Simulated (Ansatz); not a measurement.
# Hf (P6_3/mmc) in Ansatz: notebook

One crystal, Hf, is run at these levels: PBE, revPBE+D4, RPBE+D4; tasks: single point, relaxation of cell and atoms.

Program: Ansatz 0.2.0. These are calculated values, not measurements. Logs are shortened: lines on timing, memory, paths and dates and some standing lists are left out, and cuts for length are marked.

### Step 1. The structure

It takes space group P6_3/mmc (No. 194, hexagonal). Conventional cell: a = 3.197 Å, b = 3.197 Å, c = 5.058 Å, α = 90.00°, β = 90.00°, γ = 120.00°. Around Hf (site symmetry -6m2) lie 12 Hf at 3.13 to 3.20 Å.

### Step 2. Single point, PBE

input.yaml reads:

```yaml
crystal:
  lattice:
    - [3.1967, 0.0, 0.0]
    - [-1.59835, 2.7684234083, 0.0]
    - [0.0, 0.0, 5.0578]
  atoms:
    - { symbol: Hf, position: [0.6666666667, 0.3333333333, 0.75] }
    - { symbol: Hf, position: [0.3333333333, 0.6666666667, 0.25] }
kpoints:
  mp_grid: { grid: [10, 10, 5] }
scf:
  occupations: { method: gaussian, width: 0.013 }
hamiltonian:
  xc: pbe
  pseudopotentials: { kind: all_electron, lapw: { basis_error: 0.001 } }
output:
  forces: true
  stress: true
  eigenvalues: true
```

Potentials or basis: all-electron LAPW, scalar-relativistic.

On the command line:

```bash
$ ansatz run input.yaml --threads 1 --pin off --max-ram 3072MiB --backend cpu --events-out ev --progress --plain --runs-dir out
```

What it wrote:

```text
Warning: RAYON_NUM_THREADS=1 ignored (pool sized by the plan → 1); use --threads N
LAPW: plane waves up to 7.471 Å⁻¹, error target 1.0e-3 eV per atom; small_component_spin mean_spin; Hf in spheres of 1.565 Å, 36 of its electrons in bands, Dirac shells [] (how accurate: hamiltonian.pseudopotentials.lapw.basis_error, Limitations)
Engine: ansatz 0.2.0, x86_64-unknown-linux-gnu
Pseudopotentials: kind: all_electron
Pseudopotential: Hf, LAPW, valence charge 36, lapw/all_electron/scalar/gaussian/Hf, Koelling and Harmon's equation, gaussian nucleus
Functional definition: PBE
  parameter kappa = 0.804
  parameter beta = 0.06672455060314922
  exchange = pbe_x(kappa = kappa, mu = beta*pi^2/3)
  correlation = pbe_c(beta = beta)
Crystal: 2 atoms, lattice volume = 44.761 Å³
Basis set: ecut = 212.66289712661464 eV, 313 PW (Γ), exchange–correlation at level 2
Bands: 44, of which v1, the nominal top of the filled ones, is band 36 counted from 1 (35 counted from 0)
Symmetry: 24 space group operations
Space group: P63/mmc (ITA 194), of the structure as read, at distance tolerance 3.6e-5 Å
k-points: 42 of 500
Non-local potential: Hf, projectors of the file, none
Initial density: superposition of atomic densities (chi_scale 0.1, normalization cell)
Initial wavefunctions: plane waves of lowest kinetic energy (no species holds an atomic orbital)
Functional: x = pbe(κ = 0.804, μ = 0.2195149727645171), c = pbe(β = 0.06672455060314922)
iter 1 solved again at ethr=3.00e-4 eV; its pass at ethr=1.00e-1 eV (dr2=2.16e-1 eV) is discarded
SCF iter   1: F=—  HF=-820500.719367 eV  |F-HF|=—  |Δ(HF+E_count)|=         —  Δρ=2.33e-2  dr2=2.16e-1  ethr=3.00e-4  ⟨swp⟩=2.6  Hψ=11450  notcnv=0
preconditioner: auto → Resta (q_TF=auto, 2.953 Å⁻¹)  ε∞=5.6  [insulator: Δε(μ)=0.033 eV  Ē_g=17.929 eV  σ=0.013 eV  W_gap=0.67  n_scr=22 (ndim 8)  ℏωp=38.5 eV  f_vac=0.000  D(μ)=1.91/eV (n_scr^D=22)  ε∞_Penn≈5.6]
SCF iter   2: F=—  HF=-820500.537080 eV  |F-HF|=—  |Δ(HF+E_count)|=   1.82e-1  Δρ=1.35e-2  dr2=8.22e-2  ethr=3.00e-4  ⟨swp⟩=2.0  Hψ=5838  notcnv=0
SCF iter   3: F=—  HF=-820500.508452 eV  |F-HF|=—  |Δ(HF+E_count)|=   2.86e-2  Δρ=9.02e-3  dr2=3.84e-2  ethr=1.14e-4  ⟨swp⟩=2.0  Hψ=5647  notcnv=0
SCF iter   4: F=—  HF=-820500.489888 eV  |F-HF|=—  |Δ(HF+E_count)|=   1.86e-2  Δρ=4.17e-3  dr2=9.23e-3  ethr=5.34e-5  ⟨swp⟩=2.0  Hψ=5648  notcnv=0
iter 5 solved again at ethr=4.94e-7 eV; its pass at ethr=1.28e-5 eV (dr2=3.56e-4 eV) is discarded
SCF iter   5: F=—  HF=-820500.489743 eV  |F-HF|=—  |Δ(HF+E_count)|=         —  Δρ=7.78e-4  dr2=3.55e-4  ethr=4.94e-7  ⟨swp⟩=2.0  Hψ=9294  notcnv=0
the basis was enlarged: its passes take 191.6 KiB over the memory plan, 1 of 1 planned eigensolver slots
SCF iter   6: F=—  HF=-820500.489802 eV  |F-HF|=—  |Δ(HF+E_count)|=   5.92e-5  Δρ=1.87e-4  dr2=1.98e-5  ethr=4.93e-7  ⟨swp⟩=2.0  Hψ=5497  notcnv=0
SCF iter   7: F=—  HF=-820500.489801 eV  |F-HF|=—  |Δ(HF+E_count)|=   1.54e-6  Δρ=4.84e-5  dr2=1.45e-6  ethr=2.75e-8  ⟨swp⟩=2.0  Hψ=5497  notcnv=0
SCF iter   8: F=-820500.489800 eV  HF=-820500.489800 eV  |F-HF|=2.54e-8  |Δ(HF+E_count)|=   3.34e-7  Δρ=7.22e-6  dr2=3.21e-8  ethr=2.01e-9  ⟨swp⟩=2.0  Hψ=5497  notcnv=0
SCF 1 converged in 8 iterations: F = -820500.489800 eV  dr2 = 3.21e-8
SCF converged after 8 iterations
Free energy (F): -820500.489800 eV
Harris-Foulkes:  -820500.489800 eV  (|F-HF|=2.54e-8)
Internal energy: -820500.489532 eV  (E = F + TS)
E sigma→0 (E₀):  -820500.489666 eV
Entropy (-TS):   -0.000268 eV (-0.134 meV/atom)
Fermi energy:    20.197297 eV
--- Per-component energies (eV) ---
  E_band       = -3533.977917
  E_kinetic    = 912958.605427
  E_xc         = -16830.341829
  E_electrostatic = -1716628.753130  (all electrons and nuclei)
  E_smearing   = -0.000268  (= −TS)
  E_closure    = 0.000000  (closes the sum)
  E_atoms      = -820485.842060  (free atoms, spherical and without spin; not in F)
  Σ components = -820500.489800   (vs F -820500.489800, Δ=0.00e0)
  Basis errors (estimates in eV, not in F): energy 2.3e-4 per atom: plane waves 1.9e-4 (9.9e-5 summed), levels above the bands 0.0e0, relativity 6.3e-8, radial functions 4.4e-5, core shells 1.8e-7; eigenvalues (radial functions only) 8.2e-7; not estimated: angular momenta, meshes, grids; target (lapw.basis_error) 1.0e-3; muffin-tin radii Hf 1.565 Å
--- Forces (eV/Å), atoms counted from 1 ---
  atom   1  Hf     0.00000000     0.00000000     0.00000000
  atom   2  Hf     0.00000000    -0.00000000    -0.00000000
  max |Σ_I F_I| component: 7.40e-17 eV/Å
--- Stress (GPa, compression-positive) ---
        0.716385       0.000000      -0.000000
        0.000000       0.716385      -0.000000
       -0.000000      -0.000000       0.518455
  P = ⅓ Tr σ = 0.6504 GPa (6.504 kbar)
--- Band table (eV; the first three rows and the last of 42) ---
  k-point 0: bands = ["-181.1267", "-181.1267", "-181.1267", "-181.1267", "-181.1228", "-181.1228", "-181.0997", "-181.0997", "-181.0997", "-181.0997", "-41.7031", "-41.6319", "-10.8420", "-10.1017", "-10.1017", "-9.9736", "-9.9734", "-9.9734", "8.3280", "8.3605", "8.3623", "8.3623", "8.3639", "8.3639", "8.3675", "8.3746", "8.3746", "8.3829", "8.4019", "8.4019", "8.4420", "8.4456", "12.8378", "16.5021", "20.8473", "21.3864", "21.3864", "21.6677", "22.2085", "22.2085", "22.8497", "22.8497", "25.5494", "25.5494"]
  k-point 1: bands = ["-181.1267", "-181.1267", "-181.1267", "-181.1267", "-181.1228", "-181.1228", "-181.0997", "-181.0997", "-181.0997", "-181.0997", "-41.6964", "-41.6387", "-10.7641", "-10.0895", "-10.0895", "-10.0620", "-9.9858", "-9.9858", "8.3292", "8.3493", "8.3493", "8.3598", "8.3648", "8.3648", "8.3649", "8.3820", "8.3820", "8.3843", "8.4073", "8.4073", "8.4423", "8.4452", "13.2008", "16.2868", "20.4251", "21.2259", "21.2259", "21.3583", "21.9313", "21.9313", "23.3987", "23.3987", "25.6554", "25.6554"]
  k-point 2: bands = ["-181.1267", "-181.1267", "-181.1267", "-181.1267", "-181.1228", "-181.1228", "-181.0997", "-181.0997", "-181.0997", "-181.0997", "-41.6786", "-41.6566", "-10.5555", "-10.2877", "-10.0577", "-10.0577", "-10.0180", "-10.0180", "8.3350", "8.3450", "8.3450", "8.3462", "8.3512", "8.3512", "8.3740", "8.3818", "8.3995", "8.3995", "8.4089", "8.4089", "8.4432", "8.4443", "14.1853", "15.4314", "20.1833", "20.6736", "21.1751", "21.1751", "21.4517", "21.4517", "24.4805", "24.4805", "25.4092", "25.4092"]
  k-point 41: bands = ["-181.1267", "-181.1267", "-181.1267", "-181.1267", "-181.1228", "-181.1228", "-181.0997", "-181.0997", "-181.0997", "-181.0997", "-41.6292", "-41.6264", "-10.6436", "-10.6317", "-10.4458", "-10.3675", "-10.1358", "-10.1119", "8.3514", "8.3584", "8.3612", "8.3655", "8.3683", "8.3708", "8.3797", "8.3820", "8.3824", "8.3834", "8.3850", "8.3902", "8.4230", "8.4233", "18.0803", "18.1473", "18.9566", "19.1296", "19.9148", "20.1655", "22.3272", "23.1981", "25.3124", "25.6523", "27.7543", "28.0954"]
```

Run time: 11 s. Hardware: 1 thread of Intel Xeon Platinum 8375C at 2.90GHz (Ice Lake), shared host; peak memory 0.38 GiB.

What came out:

```
Free energy            : -820500.4898 eV
Pressure               : 0.7 GPa
Band gap on the k mesh : none (metal or under the smearing width)
```

Levels at points of the mesh, in eV from the Fermi level:
| k point | band 32 | band 33 | band 34 | band 35 | band 36 | band 37 | band 38 | band 39 | band 40 | band 41 |
| --- | --- | --- | --- | --- | --- | --- | --- | --- | --- | --- |
| (0.00, 0.00, 0.00) | -11.75 | -7.36 | -3.70 | 0.65 | 1.19 | 1.19 | 1.47 | 2.01 | 2.01 | 2.65 |
| (0.00, -0.50, 0.00) | -11.78 | -3.34 | -2.74 | -2.21 | -0.79 | 0.80 | 0.88 | 1.69 | 5.90 | 6.41 |

### Step 3. Relaxation of cell and atoms, revPBE+D4

input.yaml, as its differences from that of step 2:

```diff
@@ -11,5 +11,6 @@
 scf:
-  occupations: { method: gaussian, width: 0.013 }
+  occupations: { method: fermi_dirac, width: 0.05 }
 hamiltonian:
-  xc: pbe
+  xc: revpbe
+  dispersion: d4
   pseudopotentials: { kind: all_electron, lapw: { basis_error: 0.001 } }
@@ -18,2 +19,5 @@
   stress: true
-  eigenvalues: true
+relax:
+  f_tol: 0.02
+  max_steps: 60
+  cell: {}
```

Potentials or basis: all-electron LAPW, scalar-relativistic.

On the command line:

```bash
$ ansatz run input.yaml --threads 1 --pin off --max-ram 3072MiB --backend cpu --events-out ev --progress --plain --runs-dir out
```

What it wrote:

```text
Warning: RAYON_NUM_THREADS=1 ignored (pool sized by the plan → 1); use --threads N
The last accepted step is kept in <dir> (removed where the run ends without a failure and the disk answers)
LAPW: plane waves up to 7.772 Å⁻¹, error target 1.0e-3 eV per atom; small_component_spin mean_spin; Hf in spheres of 1.518 Å, 36 of its electrons in bands, Dirac shells [] (how accurate: hamiltonian.pseudopotentials.lapw.basis_error, Limitations)
[... 3 set-up lines as earlier in the session ...]
Functional definition: revPBE
  parameter kappa = 1.245
[... 3 set-up lines as earlier in the session ...]
Crystal: 2 atoms, lattice volume = 44.761 Å³
Basis set: ecut = 230.16306232330058 eV, 337 PW (Γ), exchange–correlation at level 2
Bands: 44, of which v1, the nominal top of the filled ones, is band 36 counted from 1 (35 counted from 0)
[... 2 set-up lines as earlier in the session ...]
k-points: 42 of 500
[... 3 set-up lines as earlier in the session ...]
Functional: x = revpbe(κ = 1.245, μ = 0.2195149727645171), c = pbe(β = 0.06672455060314922)
iter 1 solved again at ethr=3.57e-4 eV; its pass at ethr=1.00e-1 eV (dr2=2.57e-1 eV) is discarded
SCF iter   1: F=—  HF=-820518.931228 eV  |F-HF|=—  |Δ(HF+E_count)|=         —  Δρ=2.51e-2  dr2=2.57e-1  ethr=3.57e-4  ⟨swp⟩=2.4  Hψ=11379  notcnv=0
preconditioner: auto → Kerker (q_TF=auto, 2.953 Å⁻¹)  [metal: Δε(μ)=0.042 eV  Ē_g=17.962 eV  σ=0.050 eV  W_gap=0.20  n_scr=22 (ndim 8)  ℏωp=38.5 eV  f_vac=0.000  D(μ)=1.35/eV (n_scr^D=8)]
SCF iter   2: F=—  HF=-820518.758347 eV  |F-HF|=—  |Δ(HF+E_count)|=   1.73e-1  Δρ=1.56e-2  dr2=1.14e-1  ethr=3.57e-4  ⟨swp⟩=2.0  Hψ=5838  notcnv=0
SCF iter   3: F=—  HF=-820518.732077 eV  |F-HF|=—  |Δ(HF+E_count)|=   2.63e-2  Δρ=1.13e-2  dr2=6.26e-2  ethr=1.58e-4  ⟨swp⟩=2.0  Hψ=5514  notcnv=0
SCF iter   4: F=—  HF=-820518.712392 eV  |F-HF|=—  |Δ(HF+E_count)|=   1.97e-2  Δρ=5.85e-3  dr2=1.89e-2  ethr=8.70e-5  ⟨swp⟩=2.0  Hψ=5197  notcnv=0
[... 36 lines left out ...]
SCF 3 converged in 6 iterations: F = -820518.713539 eV  dr2 = 5.56e-9
relax step   3: F+E_penalty+E_count = -820518.71353920 eV  Δ(F+E_penalty+E_count) = -8.198e-4 eV  max|allowed force component| = 1.249e-16 eV/Å  Δτ_max = 0.0000 Å  P = -0.014 GPa  Ω = 45.083 Å³  (6 SCF iters, accepted)
iter 1 solved again at ethr=2.65e-11 eV; its pass at ethr=1.00e-1 eV (dr2=1.90e-8 eV) is discarded
SCF iter   1: F=—  HF=-820518.713538 eV  |F-HF|=—  |Δ(HF+E_count)|=         —  Δρ=1.48e-6  dr2=9.99e-10  ethr=2.65e-11  ⟨swp⟩=6.1  Hψ=14243  notcnv=0  reapply=31
preconditioner: auto → Kerker (q_TF=auto, 2.950 Å⁻¹)  [metal: Δε(μ)=0.022 eV  Ē_g=18.565 eV  σ=0.050 eV  W_gap=0.11  n_scr=22 (ndim 8)  ℏωp=38.3 eV  f_vac=0.000  D(μ)=1.31/eV (n_scr^D=8)]
SCF iter   2: F=-820518.713538 eV  HF=-820518.713538 eV  |F-HF|=6.98e-10  |Δ(HF+E_count)|=   1.00e-7  Δρ=1.02e-6  dr2=4.88e-10  ethr=5.60e-12 (applied; sched 1.39e-12)  ⟨swp⟩=3.0  Hψ=5685  notcnv=0
SCF 4 converged in 2 iterations: F = -820518.713538 eV  dr2 = 4.88e-10
relax step   4: F+E_penalty+E_count = -820518.71353798 eV  Δ(F+E_penalty+E_count) = +1.211e-6 eV  max|allowed force component| = 1.249e-16 eV/Å  Δτ_max = 0.0000 Å  P = -0.014 GPa  Ω = 45.083 Å³  stress off target by 3.16e-2 GPa  SCF on the basis re-selected at this cell (its energy is not comparable with the rows above)  (2 SCF iters)
basis re-selected at this cell: Δ(F+E_penalty+E_count) = +1.211e-6 eV, ΔP = -0.000 GPa vs the last step (what re-selecting the basis moved, after the strain that the cell walked since its last selection, with what the two solves' SCF thresholds leave and, on support functions, any second-order correction that the steps lacked; it is no measure of the basis error at this ecutwfc). This SCF's stress stands 3.16e-2 GPa from its target on what of the cell is left free (relax.cell.stress_tol is 5.00e-2 GPa) and its largest allowed force component is 1.25e-16 eV/Å (relax.f_tol is 2.00e-2 eV/Å): within both
SCF converged after 2 iterations
Free energy (F): -820518.713538 eV
Harris-Foulkes:  -820518.713538 eV  (|F-HF|=6.98e-10)
Internal energy: -820518.702205 eV  (E = F + TS)
E sigma→0 (E₀):  -820518.707872 eV
Entropy (-TS):   -0.011333 eV (-5.666 meV/atom)
Fermi energy:    20.125384 eV
--- Per-component energies (eV) ---
  E_band       = -3543.194259
  E_kinetic    = 912988.689491
  E_xc         = -16848.117378
  E_electrostatic = -1716658.743348  (all electrons and nuclei)
  E_disp       = -0.530970  (pairwise vdW)
  E_smearing   = -0.011333  (= −TS)
  E_closure    = 0.000000  (closes the sum)
  E_atoms      = -820504.188825  (free atoms, spherical and without spin; not in F)
  Σ components = -820518.713538   (vs F -820518.713538, Δ=0.00e0)
  Basis errors (estimates in eV, not in F): energy 2.4e-4 per atom: plane waves 2.0e-4 (1.1e-4 summed), levels above the bands 3.5e-47, relativity 7.3e-8, radial functions 4.3e-5, core shells 4.1e-7; eigenvalues (radial functions only) 3.7e-7; not estimated: angular momenta, meshes, grids; target (lapw.basis_error) 1.0e-3; muffin-tin radii Hf 1.522 Å
--- Forces (eV/Å), atoms counted from 1 ---
  atom   1  Hf    -0.00000000    -0.00000000     0.00000000
  atom   2  Hf     0.00000000     0.00000000    -0.00000000
  max |Σ_I F_I| component: 3.70e-17 eV/Å
--- Stress (GPa, compression-positive) ---
       -0.005859       0.000000      -0.000000
        0.000000      -0.005859      -0.000000
       -0.000000      -0.000000      -0.031587
  P = ⅓ Tr σ = -0.0144 GPa (-0.144 kbar)
--- Relaxed structure (3 steps of the walk, 2 accepted, 1 SCFs on fresh bases) ---
  F+E_penalty+E_count = -820518.71353798 eV   max|allowed force component| = 1.249e-16 eV/Å   (the final SCF, on the basis selected at the relaxed cell)
  cell:  # Å, volume = 45.0833 Å³
    - [3.2071399729657033, 0.0, 2.0229748070379996e-34]
    - [-1.6035699864828517, 2.7774646900808366, 2.0125292964934987e-19]
    - [2.2862420574332494e-34, 3.676811374057978e-19, 5.061152599597237]
  atoms:
    - { symbol: Hf, position: [0.6666666666666667, 0.33333333333333337, 0.75] }
    - { symbol: Hf, position: [0.33333333333333337, 0.6666666666666667, 0.25] }
```

Run time: 33 s. Hardware: 1 thread of Intel Xeon Platinum 8375C at 2.90GHz (Ice Lake), shared host; peak memory 0.41 GiB.

Results:

- Free energy: -820518.7135 eV
- Relaxed volume: 22.54 Å³/atom
- Relaxed cell: a = 3.207 Å, b = 3.207 Å, c = 5.061 Å, α = 90.00°, β = 90.00°, γ = 120.00°
- Space group after relaxing (to 0.05 Å): P6_3/mmc (No. 194)
- Energy gained by relaxing: 0.4 meV/atom
- Ionic steps: 3
- Pressure after relaxing: 0.0 GPa

The path:
```
step  energy change (eV)  largest force (eV/Å)  volume (Å³)
   1              0.0000                0.0000        44.76
   2             -0.0008                0.0000        45.08
   3             -0.0008                0.0000        45.08
```

Final structure:
```cif
data_structure
_symmetry_space_group_name_H-M 'P 1'
_symmetry_Int_Tables_number 1
_cell_length_a 3.2071
_cell_length_b 3.2071
_cell_length_c 5.0612
_cell_angle_alpha 90.000
_cell_angle_beta 90.000
_cell_angle_gamma 120.000
_cell_volume 45.08
loop_
_atom_site_label
_atom_site_type_symbol
_atom_site_fract_x
_atom_site_fract_y
_atom_site_fract_z
_atom_site_occupancy
Hf1 Hf 0.66667 0.33333 0.75000 1
Hf2 Hf 0.33333 0.66667 0.25000 1
```

Spin-orbit coupling is left out, which matters for the levels of Hf. Zero-point motion and thermal expansion aren't in these numbers.

### Step 4. Relaxation of cell and atoms, RPBE+D4

input.yaml, as its differences from that of step 3:

```diff
@@ -13,3 +13,3 @@
 hamiltonian:
-  xc: revpbe
+  xc: rpbe
   dispersion: d4
```

On the command line:

```bash
$ ansatz run input.yaml --threads 1 --pin off --max-ram 3072MiB --backend cpu --events-out ev --progress --plain --runs-dir out
```

Run time: 32 s. Hardware: 1 thread of Intel Xeon Platinum 8375C at 2.90GHz (Ice Lake), shared host; peak memory 0.39 GiB.

The run converged. Its results:

* Free energy: -820525.9966 eV
* Relaxed volume: 22.62 Å³/atom
* Relaxed cell: a = 3.211 Å, b = 3.211 Å, c = 5.067 Å, α = 90.00°, β = 90.00°, γ = 120.00°
* Space group after relaxing (to 0.05 Å): P6_3/mmc (No. 194)
* Energy gained by relaxing: 0.8 meV/atom
* Ionic steps: 3
* Pressure after relaxing: 0.0 GPa

Step by step:
| step | energy change (eV) | largest force (eV/Å) | volume (Å³) |
| --- | --- | --- | --- |
| 1 | 0.0000 | 0.0000 | 44.76 |
| 2 | -0.0017 | 0.0000 | 45.24 |
| 3 | -0.0017 | 0.0000 | 45.24 |

Final structure:
```yaml
crystal:
  lattice:
    - [3.21093, 0.00000, 0.00000]
    - [-1.60546, 2.78074, 0.00000]
    - [0.00000, 0.00000, 5.06656]
  atoms:
    - { symbol: Hf, position: [0.66667, 0.33333, 0.75000] }
    - { symbol: Hf, position: [0.33333, 0.66667, 0.25000] }
```

Spin-orbit coupling is left out, which matters for the levels of Hf. Zero-point motion and thermal expansion aren't in these numbers.

### Step 5. Summary

```tsv
task	level	cell	cutoff (eV)	smearing	pressure (GPa)	relaxed volume (Å³/atom)
single point	PBE	as given	213	gaussian 0.013 eV	0.7	-
relaxation of cell and atoms	revPBE+D4	relaxed	-	fermi-dirac 0.05 eV	0.0	22.54
relaxation of cell and atoms	RPBE+D4	relaxed	-	fermi-dirac 0.05 eV	0.0	22.62
```

Alike in all rows: potentials or basis all-electron LAPW, scalar-relativistic; no spin polarisation; k mesh 10 × 10 × 5; basis error allowed 0.001 eV/atom.

Compare energies only between runs with the same functional and basis.
